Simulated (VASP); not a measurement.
Here is a VASP 6.6.1 calculation.

INCAR

```
SYSTEM = H
PREC = Accurate ; ENCUT = 520
EDIFF = 1E-7 ; ISMEAR = -1
SIGMA = 0.1 ; LREAL = .False.
LASPH = .True. ; NELM = 80
ALGO = Normal ; ISIF = 2
LWAVE = .False. ; LCHARG = .False.
METAGGA = SCAN ; LMIXTAU = .True.
IVDW = 202 ; NBANDS = 6
```

File KPOINTS:

```
regular mesh
0
Gamma
  10 10 26
  0 0 0
```

Contents of POSCAR:

```
H
1.0
    2.6496387389      0.0000000000      0.0000000000
    0.0000000000      2.6496387389      0.0000000000
    0.0000000000      0.0000000000      0.9804929200
H
1
Direct
    0.0000000000      0.0000000000      0.5000000000
```

Contents of KPOINTS_OPT:

```
path GXMGZRAZ,XR,MA
10
line-mode
reciprocal
 0.0000000000  0.0000000000  0.0000000000  G
 0.0000000000  0.5000000000  0.0000000000  X

 0.0000000000  0.5000000000  0.0000000000  X
 0.5000000000  0.5000000000  0.0000000000  M

 0.5000000000  0.5000000000  0.0000000000  M
 0.0000000000  0.0000000000  0.0000000000  G

 0.0000000000  0.0000000000  0.0000000000  G
 0.0000000000  0.0000000000  0.5000000000  Z

 0.0000000000  0.0000000000  0.5000000000  Z
 0.0000000000  0.5000000000  0.5000000000  R

 0.0000000000  0.5000000000  0.5000000000  R
 0.5000000000  0.5000000000  0.5000000000  A

 0.5000000000  0.5000000000  0.5000000000  A
 0.0000000000  0.0000000000  0.5000000000  Z

 0.0000000000  0.5000000000  0.0000000000  X
 0.0000000000  0.5000000000  0.5000000000  R

 0.5000000000  0.5000000000  0.0000000000  M
 0.5000000000  0.5000000000  0.5000000000  A
```

Potentials or basis: VASP PAW PBE potentials, release 54 (H).

Run with:

```console
$ cat potpaw_PBE.54/H/POTCAR > POTCAR
$ mpirun -np 1 vasp_std > vasp.out
```

Task: What does it give for the dispersion energy per atom?

Result: -0.020 eV.

Task: Estimate the pressure.

Result: -0.5 GPa.

Task: What does it give for the band gap along the path?

Result: None (metal or under the smearing width).

Levels at the corners of the path, in eV from the Fermi level:
| point | band 1 | band 2 | band 3 |
| --- | --- | --- | --- |
| Γ | -11.55 | 10.32 | 16.33 |
| X | -10.08 | 2.94 | 17.67 |
| X | -10.08 | 2.94 | 17.67 |
| M | -8.90 | 7.02 | 7.02 |
| M | -8.90 | 7.02 | 7.02 |
| Γ | -11.55 | 10.32 | 16.33 |
| Γ | -11.55 | 10.32 | 16.33 |
| Z | 25.46 | 32.98 | 48.14 |
| Z | 25.46 | 32.98 | 48.14 |
| R | 26.41 | 35.53 | 43.11 |
| R | 26.41 | 35.53 | 43.11 |
| A | 27.16 | 37.59 | 47.51 |
| A | 27.16 | 37.59 | 47.51 |
| Z | 25.46 | 32.98 | 48.14 |
| X | -10.08 | 2.94 | 17.67 |
| R | 26.41 | 35.53 | 43.11 |
| M | -8.90 | 7.02 | 7.02 |
| A | 27.16 | 37.59 | 47.51 |

Caveat: the PAW data sets were made with another functional, which shifts forces and pressure a little; pairwise dispersion overbinds metals, which lowers pressure and volume.
